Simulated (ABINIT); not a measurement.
Write the native input for ABINIT 10.8.3 (patched build) that does the following.

| Quantity | Value |
| --- | --- |
| Task | equation of state |
| Functional | LDA |
| Potentials or basis | PseudoDojo NC SR LDA v0.4 stringent |
| Cutoff | 1116 eV |
| k mesh | 13 × 13 × 13 |
| Occupations | fermi-dirac, width 0.05 eV |
| Spin | no spin polarisation |

C:

```
CELL_PARAMETERS angstrom
0.00000 1.78337 1.78337
1.78337 0.00000 1.78337
1.78337 1.78337 0.00000
ATOMIC_POSITIONS crystal
C 0.75000 0.75000 0.75000
C 0.50000 0.50000 0.50000
```

This isn't the form of C at room conditions, which is graphite.

One way to write it, as run:

run.abi

```
# Datasets: one volume each
ndtset 7
getwfk -1
scalecart1 3*0.9795861087
scalecart2 3*0.9864848297
scalecart3 3*0.9932883884
scalecart4 3*1.0000000000
scalecart5 3*1.0066227096
scalecart6 3*1.0131594038
scalecart7 3*1.0196128224

# Pseudopotentials
pp_dirpath "./"
pseudos "C.upf"

# Structure
acell 4.7660140852 4.7660140852 4.7660140852
rprim
     0.0000000000     0.7071067812     0.7071067812
     0.7071067812     0.0000000000     0.7071067812
     0.7071067812     0.7071067812     0.0000000000
ntypat 1
znucl 6
natom 2
typat 1 1
xred
     0.7500000000     0.7500000000     0.7500000000
     0.5000000000     0.5000000000     0.5000000000

# Plane-wave basis
ecut 41.0

# k points
kptopt 1
ngkpt 13 13 13
nshiftk 1
shiftk 0.0 0.0 0.0

# Exchange and correlation
ixc 7

# Bands and occupations
nband 8
occopt 3
tsmear 0.05 eV

# SCF cycle
nstep 100
tolvrs 1.0e-10

# Output
iomode 3
prtwf 1
prtden 0
prteig 0
prtebands 0
```

Potentials or basis: PseudoDojo NC SR LDA v0.4 stringent.

Command:

```sh
$ abinit run.abi > log 2>&1
```

Results of the run:

```
Equilibrium volume                      : 5.53 Å³/atom
Bulk modulus                            : 465 GPa
Pressure derivative of the bulk modulus : 3.7
```

Caveat: pressures at fixed basis lie under the slope of the energies.

It took 60 s on 1 thread of Arm Neoverse V2 (shared host), peak memory 0.12 GiB.
